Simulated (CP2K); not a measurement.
# InAs (F-43m) in CP2K: a series of runs, part 2 of 2

CP2K 2026.2. The steps go on from the part before.

## (3) Single point, PBE

inas_scf.inp reads:

```
&GLOBAL
  PROJECT inas_scf
  RUN_TYPE ENERGY_FORCE
  PRINT_LEVEL LOW
&END GLOBAL
&FORCE_EVAL
  METHOD QS
  STRESS_TENSOR ANALYTICAL
  &DFT
    BASIS_SET_FILE_NAME BASIS_MOLOPT_UZH
    POTENTIAL_FILE_NAME POTENTIAL_UZH
    &MGRID
      CUTOFF 450
      REL_CUTOFF 60
      NGRIDS 5
    &END MGRID
    &QS
      METHOD GPW
      EPS_DEFAULT 1.0E-10
    &END QS
    &KPOINTS
      SCHEME MONKHORST-PACK 8 8 8
      GAMMA_CENTERED T
      SYMMETRY T
      SYMMETRY_BACKEND SPGLIB
    &END KPOINTS
    &SCF
      SCF_GUESS ATOMIC
      EPS_SCF 1.0E-6
      MAX_SCF 100
      ADDED_MOS 10
      CHOLESKY OFF
      EPS_EIGVAL 1.0E-7
      &DIAGONALIZATION ON
        ALGORITHM STANDARD
      &END DIAGONALIZATION
      &MIXING ON
        METHOD BROYDEN_MIXING
        ALPHA 0.4
        BETA 1.5
        NBUFFER 8
      &END MIXING
      &SMEAR ON
        METHOD GAUSSIAN
        SIGMA [eV] 0.1
      &END SMEAR
    &END SCF
    &XC
      &XC_FUNCTIONAL PBE
      &END XC_FUNCTIONAL
    &END XC
    &PRINT
      &KPOINTS ON
      &END KPOINTS
      &MULLIKEN ON
      &END MULLIKEN
      &MO ON
        ENERGIES T
        OCCUPATION_NUMBERS T
        &EACH
          QS_SCF 0
        &END EACH
        ADD_LAST NUMERIC
      &END MO
    &END PRINT
  &END DFT
  &SUBSYS
    &CELL
      A 4.2680965312 0.0000000000 0.0000000000
      B 2.1340482656 3.6962800219 0.0000000000
      C 2.1340482656 1.2320933406 3.4848862248
      PERIODIC XYZ
    &END CELL
    &COORD
      SCALED
      In  0.0000000000 0.0000000000 0.0000000000
      As  0.7500000000 0.7500000000 0.7500000000
    &END COORD
    &KIND In
      BASIS_SET TZVP-MOLOPT-PBE-GTH-q13
      POTENTIAL GTH-PBE-q13
    &END KIND
    &KIND As
      BASIS_SET TZVP-MOLOPT-PBE-GTH-q5
      POTENTIAL GTH-PBE-q5
    &END KIND
    &PRINT
      &ATOMIC_COORDINATES ON
      &END ATOMIC_COORDINATES
      &CELL ON
      &END CELL
    &END PRINT
  &END SUBSYS
  &PRINT
    &FORCES ON
    &END FORCES
    &STRESS_TENSOR ON
    &END STRESS_TENSOR
  &END PRINT
&END FORCE_EVAL
```

Potentials or basis: POTENTIAL_UZH In GTH-PBE-q13, As GTH-PBE-q5; TZVP-MOLOPT-PBE-GTH basis.

Launch:

```
$ OMP_NUM_THREADS=1 cp2k.psmp -i inas_scf.inp -o inas_scf.out
```

inas_scf.out:

```text

 CP2K| version string:                                       CP2K version 2026.2
 CP2K| Input file name                                              inas_scf.inp

 GLOBAL| Force Environment number                                              1
 GLOBAL| Basis set file name                                    BASIS_MOLOPT_UZH
 GLOBAL| Potential file name                                       POTENTIAL_UZH
 GLOBAL| MM Potential file name                                     MM_POTENTIAL
 GLOBAL| Coordinate file name                                      __STD_INPUT__
 GLOBAL| Method name                                                        CP2K
 GLOBAL| Project name                                                   inas_scf
 GLOBAL| Run type                                                   ENERGY_FORCE
 GLOBAL| FFT library                                                       FFTW3
[... 8 lines left out ...]
 GLOBAL| CPU model name                                                  UNKNOWN

 CELL| Volume [angstrom^3]:                                            54.977844
 CELL| Vector a [angstrom]:       4.268     0.000     0.000   |a| =     4.268097
 CELL| Vector b [angstrom]:       2.134     3.696     0.000   |b| =     4.268097
 CELL| Vector c [angstrom]:       2.134     1.232     3.485   |c| =     4.268097
 CELL| Angle (b,c), alpha [degree]:                                    60.000000
 CELL| Angle (a,c), beta  [degree]:                                    60.000000
 CELL| Angle (a,b), gamma [degree]:                                    60.000000
 CELL| Numerically orthorhombic:                                              NO
 CELL| Periodicity                                                           XYZ

 CELL_REF| Volume [angstrom^3]:                                        54.977844
 CELL_REF| Vector a [angstrom     4.268     0.000     0.000   |a| =     4.268097
 CELL_REF| Vector b [angstrom     2.134     3.696     0.000   |b| =     4.268097
 CELL_REF| Vector c [angstrom     2.134     1.232     3.485   |c| =     4.268097
 CELL_REF| Angle (b,c), alpha [degree]:                                60.000000
 CELL_REF| Angle (a,c), beta  [degree]:                                60.000000
 CELL_REF| Angle (a,b), gamma [degree]:                                60.000000
 CELL_REF| Numerically orthorhombic:                                          NO
 CELL_REF| Periodicity                                                       XYZ
[... 10 lines left out ...]

  Total number of            - Atomic kinds:                                   2
[... 113 lines left out ...]

  *** SCF run converged in    16 steps ***

  Electronic density on regular grids:        -17.9999999976        0.0000000024
  Core density on regular grids:               17.9999999975       -0.0000000025
  Total charge density on r-space grids:       -0.0000000001
  Total charge density g-space grids:          -0.0000000001

  Overlap energy of the core charge distribution:               0.00000000155519
  Self energy of the core charge distribution:               -103.50942136637683
  Core Hamiltonian energy:                                     31.25625667752868
  Hartree energy:                                              18.65923646058339
  Exchange-correlation energy:                                 -9.05349667876383
  Smearing free energy correction:                             -0.00001142790348
  Fermi energy:                                                 0.16713474571003

  Total energy:                                               -62.64743633337731
  Total energy (extrapolated to sigma->0):                    -62.64743061942556

 MO| EIGENVALUES AND OCCUPATION NUMBERS FOR K POINT 1
 MO|
 MO|  Index      Eigenvalue [a.u.]        Eigenvalue [eV]             Occupation
 MO|      1              -0.371092             -10.097934               2.000000
 MO|      2              -0.366246              -9.966065               2.000000
 MO|      3              -0.366246              -9.966064               2.000000
 MO|      4              -0.362293              -9.858488               2.000000
 MO|      5              -0.362293              -9.858486               2.000000
 MO|      6              -0.228902              -6.228752               2.000000
[... 349 lines left out ...]
 MO|     18               0.720641              19.609645               0.000000
 MO|     19               0.749348              20.390789               0.000000
 MO| Sum:                                                              18.000000
 MO| E(Fermi):            0.167135 a.u.          4.547968 eV
 MO| Band gap:            0.159951 a.u.          4.352490 eV

 [... the levels of further k-points ...]

 !-----------------------------------------------------------------------------!
                     Mulliken Population Analysis

 #  Atom  Element  Kind  Atomic population                           Net charge
       1     In       1         12.843220                              0.156780
       2     As       2          5.156780                             -0.156780
 # Total charge                             18.000000                 -0.000000

 !-----------------------------------------------------------------------------!

 ENERGY| Total FORCE_EVAL ( QS ) energy [hartree]            -62.647436014914142

 FORCES| Atomic forces [hartree/bohr]
 FORCES|   Atom     x               y               z               |f|
 FORCES|      1  1.60521580E-09  1.83976401E-08  3.02241369E-08   3.54196037E-08
 FORCES|      2  2.39092918E-09 -1.60900388E-08 -2.85895214E-08   3.28932611E-08
 FORCES| Sum     3.99614498E-09  2.30760126E-09  1.63461544E-09
 FORCES| Total atomic force                                       4.89552509E-09

 STRESS| Analytical stress tensor [bar]
 STRESS|                        x                   y                   z
 STRESS|      x        4.84085215511E+04  -2.08677345550E-01  -1.40029862876E-01
 STRESS|      y       -2.08677345550E-01   4.84088391480E+04  -4.76091277126E-02
 STRESS|      z       -1.40029862876E-01  -4.76091277126E-02   4.84089828865E+04
 STRESS| 1/3 Trace                                             4.84087811952E+04
 STRESS| Determinant                                           1.13441626621E+14

 STRESS| Eigenvectors and eigenvalues of the analytical stress tensor [bar]
 STRESS|                        1                   2                   3
 STRESS| Eigenvalues   4.84083822942E+04   4.84089381463E+04   4.84090231452E+04
 STRESS|      x           0.874015443651     -0.376457744169     -0.307207700286
 STRESS|      y           0.423962790577      0.899729845518      0.103642449271
 STRESS|      z           0.237386934067     -0.220829735180      0.945981855848
```

Run time: 56 s. Hardware: 1 thread of Arm Neoverse V2, shared host; peak memory 0.35 GiB.

Results:

```
Free energy            : -1704.7234 eV
Pressure               : 4.8 GPa
Band gap on the k mesh : none (metal or under the smearing width)
Mulliken charges       : In +0.16; As -0.16 e
```

Caveat: Mulliken charges move with the basis; the basis of atomic orbitals isn't converged, which shifts pressures, moduli and gaps.

## (4) Comparison with measurements

Step 2. Against the measured gap of InAs, 0.418 eV (direct; 4.2 K; a printed reference work, data compilation), the calculated 0.00 eV is off by -0.42 eV. Spin-orbit coupling on As, In is left out. The value is that of PBE in an atomic basis (POTENTIAL_UZH In GTH-PBE-q13, As GTH-PBE-q5; TZVP-MOLOPT-PBE-GTH basis), whose error adds to the functional's, on a finite k mesh, which can miss the band edges, without temperature or zero-point motion. Semilocal functionals fall short of measured gaps as a rule.

Step 3. A measured gap of InAs is 0.418 eV (direct; 4.2 K; a printed reference work, data compilation); the calculated 0.00 eV misses it by -0.42 eV. Spin-orbit coupling on As, In is left out. The value is that of PBE in an atomic basis (POTENTIAL_UZH In GTH-PBE-q13, As GTH-PBE-q5; TZVP-MOLOPT-PBE-GTH basis), whose error adds to the functional's, on a finite k mesh, which can miss the band edges, without temperature or zero-point motion. Semilocal functionals fall short of measured gaps as a rule.
